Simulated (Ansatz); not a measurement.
Two inputs for SiO2

This input was run with Ansatz:

```yaml
crystal:
  lattice:
    - [4.978, 0.0, 0.0]
    - [0.0, 4.978, 0.0]
    - [0.0, 0.0, 6.948]
  atoms:
    - { symbol: Si, position: [0.30004, 0.30004, 0.0] }
    - { symbol: Si, position: [0.19996, 0.80004, 0.25] }
    - { symbol: Si, position: [0.69996, 0.69996, 0.5] }
    - { symbol: Si, position: [0.80004, 0.19996, 0.75] }
    - { symbol: O, position: [0.23976, 0.10324, 0.17844] }
    - { symbol: O, position: [0.39676, 0.73976, 0.42844] }
    - { symbol: O, position: [0.76024, 0.89676, 0.67844] }
    - { symbol: O, position: [0.60324, 0.26024, 0.92844] }
    - { symbol: O, position: [0.73976, 0.39676, 0.57156] }
    - { symbol: O, position: [0.89676, 0.76024, 0.32156] }
    - { symbol: O, position: [0.26024, 0.60324, 0.07156] }
    - { symbol: O, position: [0.10324, 0.23976, 0.82156] }
kpoints:
  mp_grid: { grid: [5, 5, 4] }
scf:
  occupations: { method: fermi_dirac, width: 0.02 }
hamiltonian:
  xc: pbe
  pseudopotentials: { kind: paw }
  dispersion: d3bj
output:
  forces: true
  stress: true
  populations: true
  efg: { quadrupole_moments_barn: { O: -0.02558 }, contact_densities: true }
basis:
  ecutwfc: "14.7 Ry"
  xc_grid: 4
```

```sh
ansatz run input.yaml --threads 1 --pin off --max-ram 2560MiB --backend cpu --events-out ev --progress --plain --runs-dir out
```

It converged. Of its output the block on the nuclei alone is shown, without the SCF iterations, energies, forces and stress (one atom of each set):

```
--- PAW observables at the nuclei: V_zz in 10²¹ V/m², potentials from the cell's mean, atoms counted from 1 ---
  atom   1  Si V_zz =    -0.539055   η = 0.9503   by run symmetry: allowed
            electrostatic potential = -1353.848419 V   contact ρ = 12800.789228 e/Å³
  atom   5  O  V_zz =    +7.083709   η = 0.1534   by run symmetry: allowed   C_q = -4.3814 MHz
            electrostatic potential = -610.177961 V   contact ρ = 2156.604919 e/Å³
```

Question: Can these gradients be trusted, and how do they compare with a run on standard settings?

Answer: Not as converged values. Against the standard input the change is `hamiltonian.dispersion`: not typed → d3bj; `basis.ecutwfc`: not typed → 14.7 Ry; `basis.xc_grid`: not typed → 4. A site carries the number of its first atom; V_zz in 10²¹ V/m².

```
site  V_zz standard  η standard  V_zz here  η here
  Si          -0.52        0.83      -0.54    0.95
   O           9.15        0.14       7.08    0.15
```

The largest change of V_zz is on O, from 9.15 to 7.08. In per cent, |V_zz| changes by +3 on Si, -23 on O (all sites that start above 0.5). The dispersion term itself leaves the density as it is. At these positions the changed run has forces up to 0.7 eV/Å, so its atoms aren't at their own equilibrium. SCF iterations: 6 and 7. New warnings: cutoff below recommended. In the changed run the cutoff of 200 eV lies below the one recommended for these PAW files, so its values aren't converged ones.

On the reference run: The calculated pressure of 7 GPa (PBE) comes largely from the unrelaxed atoms: it is 1.2 GPa once they are relaxed in the same cell. The largest force is 0.4 eV/Å, so the atoms aren't at the calculated equilibrium and relaxing them would move these values.
